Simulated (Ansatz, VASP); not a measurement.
**Al: VASP beside Ansatz**

```xyz
1
Lattice="0.0000 2.0200 2.0200 2.0200 0.0000 2.0200 2.0200 2.0200 0.0000" Properties=species:S:1:pos:R:3 pbc="T T T"
Al    0.0000    0.0000    0.0000
```

Alike in both runs: task single point; functional PBE; k mesh 8 × 8 × 8; occupations fermi-dirac, width 0.1 eV; no spin polarisation.

|  | VASP | Ansatz |
| --- | --- | --- |
| version | VASP 6.6.1 | Ansatz 0.2.0 |
| potentials or method | VASP PAW PBE potentials, release 64 (Al) | plane waves (420 eV) with PAW, scalar-relativistic |
| plane-wave cutoff (eV) | 520 | 420 |
| valence electrons in the cell | 3 | 3 |

```tsv
	VASP	Ansatz	Ansatz less VASP
pressure (GPa)	0.1	0.2	+0.04
```

With one functional, cell and mesh, what is left measures potentials, basis and numerics.
